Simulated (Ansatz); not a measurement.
One atom moved along a line in SnO2

Theory: Ansatz 0.2.0, DFT r2SCAN, scalar-relativistic, plane waves, PAW. The runs took a 500 eV cutoff, a Γ-centred 6×6×6 mesh and Gaussian smearing (0.05 eV). No spin polarisation. Energies are free energies at this smearing, counted from the undisturbed cell; pressure is positive in compression.

The undisturbed cell (relaxed at this level; this form isn't the usual structure):

```
CELL_PARAMETERS angstrom
0.00000 3.70617 4.35495
-3.20964 -1.85309 4.35495
3.20964 -1.85309 4.35495
ATOMIC_POSITIONS crystal
Sn 0.50000 0.50000 0.50000
Sn 0.50000 0.00000 0.00000
Sn 0.00000 0.00000 0.50000
Sn 0.00000 0.50000 0.00000
O 0.24125 0.24125 0.24125
O 0.24125 0.74125 0.74125
O 0.74125 0.74125 0.24125
O 0.74125 0.24125 0.74125
O 0.75875 0.75875 0.75875
O 0.75875 0.25875 0.25875
O 0.25875 0.25875 0.75875
O 0.25875 0.75875 0.25875
```

The cell holds layers and no dispersion correction was added, so their binding is poorly described.

Atom 1 (Sn) is moved by x along the Cartesian unit vector (0.000, 0.000, 1.000); the cell and all other atoms stay fixed.

```tsv
x (Å)	ΔE (meV/cell)	force along x on the moved atoms (eV/Å)	pressure (GPa)	gap on the mesh (eV)
-0.3000	509.2	3.20	0.9	2.05
-0.1800	190.0	2.07	0.3	2.23
-0.0600	21.5	0.71	0.1	2.39
0.0000	0.0	0.00	0.0	2.44
0.1200	85.4	-1.41	0.2	2.31
0.2400	332.5	-2.67	0.6	2.14
```

Cost: 6 runs of about 6 core-minutes in all, on Arm Neoverse V1 (shared hosts).